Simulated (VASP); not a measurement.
# LiH (R3m) in VASP: electric field gradients with PBE

Aim: the electric field gradients of LiH with PBE.

All numbers are computed with VASP 6.6.1; they aren't measurements. Logs are shortened: lines on timing, memory, paths and dates and some standing lists are left out, and cuts for length are marked.

**1. The cell of the first run**

Symmetry: R3m, No. 160, trigonal system. The conventional cell has a = 2.833 Å, b = 2.833 Å, c = 6.940 Å, α = 90.00°, β = 90.00°, γ = 120.00°. Li (site symmetry 3m) has 6 H at 1.98 to 2.03 Å as nearest neighbours. H (site symmetry 3m) is surrounded by 6 Li at 1.98 to 2.03 Å.

The cell was relaxed by an earlier calculation.

**2. Electric field gradients, PBE (atom 2 (H) moved by [0.028868, 0.028868, 0.028868] A, PAW files)**

Input file INCAR:

```
SYSTEM = LiH
PREC     = Accurate       ! precision mode
ENCUT    = 520            ! plane-wave cutoff, eV
EDIFF    = 1E-8           ! SCF threshold, eV
ISMEAR   = -1             ! smearing method
SIGMA    = 0.08           ! smearing width, eV
LREAL    = .FALSE.        ! projectors in reciprocal space
LASPH    = .TRUE.         ! aspherical terms in the spheres
NELM     = 60             ! most SCF steps
ALGO     = Normal         ! electronic algorithm
ISIF     = 2              ! what is computed and relaxed
LWAVE    = .FALSE.        ! write WAVECAR
LCHARG   = .FALSE.        ! write CHGCAR
GGA      = PE             ! functional
LEFG     = .TRUE.       
NBANDS   = 9              ! bands
```

Input file KPOINTS:

```
regular mesh
0
G
  14 14 14
  0 0 0
```

Input file POSCAR:

```
LiH
1.0
    0.0000000000      2.0034924843      2.0034924843
    2.0034924843      0.0000000000      2.0034924843
    2.0034924843      2.0034924843      0.0000000000
Li H
1 1
Direct
    0.0000000000      0.0000000000      0.0000000000
    0.5072044193      0.5072044193      0.5072044193
```

Potentials or basis: VASP PAW PBE potentials, release 64 (Li_sv, H).

Launch:

```sh
$ cat potpaw_PBE.64/Li_sv/POTCAR potpaw_PBE.64/H/POTCAR > POTCAR
$ mpirun -np 1 vasp_std > vasp.out
```

OUTCAR:

```text
SYSTEM = LiH
   PREC = Accurate
   ENCUT = 520
   EDIFF = 1E-8
   ISMEAR = -1
   LREAL = .FALSE.
   LASPH = .TRUE.
   NELM = 60
   ISIF = 2
   GGA = PE

 ion  position               nearest neighbor table
   1  0.000  0.000  0.000-
   2  0.507  0.507  0.507-

  LATTYP: Found a face centered cubic cell.
 ALAT       =     4.0069849686

  Lattice vectors:

 A1 = (   0.0000000000,   2.0034924843,   2.0034924843)
 A2 = (   2.0034924843,   0.0000000000,   2.0034924843)
 A3 = (   2.0034924843,   2.0034924843,   0.0000000000)

Analysis of symmetry for initial positions (statically):
=====================================================================
 Subroutine PRICEL returns:
 Original cell was already a primitive cell.

 Routine SETGRP: Setting up the symmetry group for a
 face centered cubic supercell.

 Subroutine GETGRP returns: Found  6 space group operations
 (whereof  6 operations were pure point group operations)
 out of a pool of 48 trial point group operations.

The static configuration has the point symmetry C_3v.

Analysis of symmetry for dynamics (positions and initial velocities):
=====================================================================
 Subroutine PRICEL returns:
 Original cell was already a primitive cell.

 Routine SETGRP: Setting up the symmetry group for a
 face centered cubic supercell.

 Subroutine GETGRP returns: Found  6 space group operations
 (whereof  6 operations were pure point group operations)
 out of a pool of 48 trial point group operations.

The dynamic configuration has the point symmetry C_3v.

 Subroutine INISYM returns: Found  6 space group operations
 (whereof  6 operations are pure point group operations),
 and found     1 'primitive' translations

----------------------------------------------------------------------------------------

                                     Primitive cell

  volume of cell :      16.0840

  direct lattice vectors                    reciprocal lattice vectors
     0.000000000  2.003492484  2.003492484    -0.249564200  0.249564200  0.249564200
[... 128 lines left out ...]
  ext. energy  EPLUGINS =         0.00000000
  ---------------------------------------------------
  free energy    TOTEN  =        -6.12569486 eV

  energy without entropy =       -6.12569486  energy(sigma->0) =       -6.12569486

 E-fermi :   1.5961     XC(G=0):  -8.5146

 val. band max:        0.0898516790   @ k =   0.5000   0.5000   0.0000
 cond. band min:       3.0838019133   @ k =   0.5000   0.5000   0.0000
 fundamental gap:      2.9939502343
 Fermi energy:         1.5961030729

 k-point     1 :       0.0000    0.0000    0.0000
  band No.  band energies     occupation
      1     -44.1918      2.00000
      2      -5.3402      2.00000
      3      16.1430      0.00000
      4      17.9987      0.00000
      5      17.9987      0.00000
      6      18.0803      0.00000
      7      22.7061      0.00000
      8      22.7140      0.00000
      9      22.7140      0.00000
[... 265 lines left out ...]
 k-point    24 :       0.0714    0.0714   -0.2143
  band No.  band energies     occupation
      1     -44.1654      2.00000
      2      -4.0907      2.00000
      3       9.4759      0.00000
      4      14.3504      0.00000
      5      15.3256      0.00000
      6      17.7590      0.00000
      7      21.6443      0.00000
      8      23.0303      0.00000
      9      23.7048      0.00000

 [... further k-points ...]

------------------------ aborting loop because EDIFF is reached ----------------------------------------

  FORCE on cell =-STRESS in cart. coord.  units (eV):
  Direction    XX          YY          ZZ          XY          YZ          ZX
  --------------------------------------------------------------------------------------
  -------------------------------------------------------------------------------------
  Total       -0.0208857     -0.0208857     -0.0208857     -0.0008355     -0.0008355     -0.0008355
  in kB       -2.0804936     -2.0804936     -2.0804936     -0.0832280     -0.0832280     -0.0832280
  external PRESSURE =      -2.0804936 kB  Pullay stress =       0.0000000 kB

 VOLUME and BASIS-vectors are now :
 -----------------------------------------------------------------------------
  energy-cutoff  :      520.00
  volume of cell :       16.08
      direct lattice vectors                 reciprocal lattice vectors
     0.000000000  2.003492484  2.003492484    -0.249564200  0.249564200  0.249564200
     2.003492484  0.000000000  2.003492484     0.249564200 -0.249564200  0.249564200
     2.003492484  2.003492484  0.000000000     0.249564200  0.249564200 -0.249564200

 POSITION                                       TOTAL-FORCE (eV/Angst)
 -----------------------------------------------------------------------------------
      0.00000      0.00000      0.00000         0.031845      0.031845      0.031845
      2.03236      2.03236      2.03236        -0.031845     -0.031845     -0.031845
 -----------------------------------------------------------------------------------
    total drift:                                0.000021      0.000021      0.000021

  FREE ENERGIE OF THE ION-ELECTRON SYSTEM (eV)
  ---------------------------------------------------
  free  energy   TOTEN  =        -6.1256948588 eV

  energy  without entropy=       -6.1256948586  energy(sigma->0) =       -6.12569486

 Electric field gradients (V/A^2)
---------------------------------------------------------------------
 ion       V_xx      V_yy      V_zz      V_xy      V_xz      V_yz
---------------------------------------------------------------------
   1      -0.000     0.000     0.000     0.006     0.006     0.006
   2      -0.000    -0.000     0.000    -0.011    -0.011    -0.011
---------------------------------------------------------------------

 Electric field gradients after diagonalization (V/A^2)
 (convention: |V_zz| > |V_xx| > |V_yy|)
----------------------------------------------------------------------
 ion       V_xx      V_yy      V_zz     asymmetry (V_yy - V_xx)/ V_zz
----------------------------------------------------------------------
   1      -0.006    -0.006     0.012       0.000
   2       0.011     0.011    -0.022       0.000
----------------------------------------------------------------------

           NMR quadrupolar parameters

 Cq : quadrupolar parameter    Cq=e*Q*V_zz/h
 eta: asymmetry parameters     (V_yy - V_xx)/ V_zz
 Q  : nuclear electric quadrupole moment in mb (millibarn)
----------------------------------------------------------------------
 ion       Cq(MHz)       eta       Q (mb)
----------------------------------------------------------------------
   1       0.000       0.000       1.000
   2      -0.000       0.000       1.000
----------------------------------------------------------------------
```

Run time: 27 s. Hardware: 1 thread of Intel Xeon Platinum 8375C at 2.90GHz (Ice Lake), shared host; peak memory 0.16 GiB.

What came out:

```
Free energy            : -6.1257 eV
Largest force          : 0.055 eV/Å
Band gap on the k mesh : 2.99 eV, direct
```

Forces in eV/Å, atoms in the order of the input:
```
Li   0.032  0.032  0.032
H   -0.032 -0.032 -0.032
```

Electric field gradients, principal values (V/Å²):
| atom | Vxx | Vyy | Vzz |
| --- | --- | --- | --- |
| 1 Li | -0.006 | -0.006 | 0.012 |
| 2 H | 0.011 | 0.011 | -0.022 |

Caveat: the cutoff is under 1.25 times the usual one of these potentials, so pressure, stress and relaxed cells hold a basis-set (Pulay) error. A k mesh can miss the band edges.
